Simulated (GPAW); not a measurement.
A run of GPAW 26.7.0:

File run.py:

```python
from ase import Atoms
from ase.eos import EquationOfState
from ase.io import Trajectory
from ase.units import GPa
from gpaw import GPAW, PW, setup_paths

setup_paths.insert(0, '.')

atoms = Atoms(['Cr', 'Cr'],
              cell=[[2.714, 0.0, 0.0],
                    [-1.357, 2.3503929459, 0.0],
                    [0.0, 0.0, 4.41]],
              scaled_positions=[[0.6666666667, 0.3333333333, 0.75],
                                [0.3333333333, 0.6666666667, 0.25]],
              pbc=True)
atoms.set_initial_magnetic_moments([3.0, 3.0])

traj = Trajectory('eos.traj', 'w')
volumes, energies = [], []
for x in [0.94, 0.96, 0.98, 1.0, 1.02, 1.04, 1.06]:
    a = atoms.copy()
    a.set_cell(atoms.cell * x**(1 / 3), scale_atoms=True)
    calc = GPAW(mode=PW(600),
                xc='PBEsol',
                kpts={'size': (11, 11, 6), 'gamma': True},
                occupations={'name': 'fermi-dirac', 'width': 0.05},
                nbands=17,
                convergence={'density': 1e-05, 'energy': 1e-05},
                maxiter=150,
                txt=f'eos-{x:.2f}.txt')
    a.calc = calc
    energies.append(a.get_potential_energy(force_consistent=True))
    volumes.append(a.get_volume())
    p = -a.get_stress()[:3].mean() / GPa
    calc.write(f'eos-{x:.2f}.gpw')
    traj.write(a)
    print(f'{x:.2f} {volumes[-1]:10.4f} A^3 {energies[-1]:14.6f} eV {p:9.3f} GPa', flush=True)

v0, e0, B = EquationOfState(volumes, energies, eos='birchmurnaghan').fit()
print(f'V0 = {v0:.4f} A^3, E0 = {e0:.6f} eV, B0 = {B / GPa:.2f} GPa')
```

Potentials or basis: PAW data sets generated in the run's folder for this functional, pw.

The run is started by

```sh
$ gpaw-setup -f PBEsol Cr
$ OMP_NUM_THREADS=1 python run.py
```

Hardware: 1 thread of Arm Neoverse N1 (shared host).

**Question.** Estimate the wall time of this run.

**Answer.** Wall time 12 min on 1 thread of Arm Neoverse N1 (shared host), peak memory 0.3 GiB. Counts: scf iterations 108, plane waves 905, bands 17, k points 84.
